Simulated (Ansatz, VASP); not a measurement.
**BN in VASP and in Ansatz**

INCAR

```
SYSTEM = BN
ALGO = Fast ; EDIFF = 1E-6
ENCUT = 520 ; GGA = PS
ISIF = 2 ; ISMEAR = 0
LASPH = .TRUE. ; LCHARG = .FALSE.
LREAL = .FALSE. ; LWAVE = .FALSE.
NBANDS = 16 ; NELM = 100
PREC = Accurate ; SIGMA = 0.05
```

Contents of KPOINTS:

```
k-points
0
G
  12 12 4
  0 0 0
```

The input POSCAR:

```
BN
1.0
    2.5043488457      0.0000000000      0.0000000000
   -1.2521744229      2.1688297203      0.0000000000
    0.0000000000      0.0000000000      7.0190956742
B N
2 2
Direct
    0.1993120793      0.6931029868      0.2523778125
    0.8445876282      0.4939206359      0.7494535675
    0.2749078032      0.4830320461      0.7793837918
    0.6811924893      0.3299443311      0.2187848282
```

Input for Ansatz:

```yaml
crystal:
  lattice:
    - [2.5043488457, 0.0, 0.0]
    - [-1.2521744229, 2.1688297203, 0.0]
    - [0.0, 0.0, 7.0190956742]
  atoms:
    - { symbol: B, position: [0.1993120793, 0.6931029868, 0.2523778125] }
    - { symbol: B, position: [0.8445876282, 0.4939206359, 0.7494535675] }
    - { symbol: "N", position: [0.2749078032, 0.4830320461, 0.7793837918] }
    - { symbol: "N", position: [0.6811924893, 0.3299443311, 0.2187848282] }
basis:
  ecutwfc: 420
kpoints:
  mp_grid: { grid: [12, 12, 4] }
hamiltonian:
  xc: pbesol
scf:
  occupations: { method: gaussian, width: 0.05 }
output:
  forces: true
  stress: true
  eigenvalues: true
  write_density: true
  write_potential: true
  elf: true
  volumetric_format: npy
```

Change from the starting cell: all atoms moved at random (sigma 0.3 Å a component).

Alike in both runs: task single point; functional PBEsol; k mesh 12 × 12 × 4; occupations gaussian, width 0.05 eV; no spin polarisation.

|  | VASP | Ansatz |
| --- | --- | --- |
| version | VASP 6.6.1 | Ansatz 0.2.0 |
| potentials or method | VASP PAW PBE potentials, release 64 (B, N) | scalar-relativistic, plane waves, PAW |
| plane-wave cutoff (eV) | 520 | 420 |
| valence electrons in the cell | 16 | 16 |

VASP gave:

* gap on the k mesh at the Fermi level (eV): 1.02
* least direct gap on the mesh (eV): 1.68
* rms of the force components (eV/Å): 10.584

Q: What did Ansatz give for the same quantities?

A: gap on the k mesh at the Fermi level (eV): 1.04; least direct gap on the mesh (eV): 1.70; rms of the force components (eV/Å): 10.419.

Atom by atom the forces differ by 0.177 eV/Å (rms over components). The functional is the same, so the differences come from potentials, cutoffs and numerics.

Caveats: the PAW data sets were made with another functional, which shifts forces and pressure a little (VASP). A k mesh can miss the band edges.
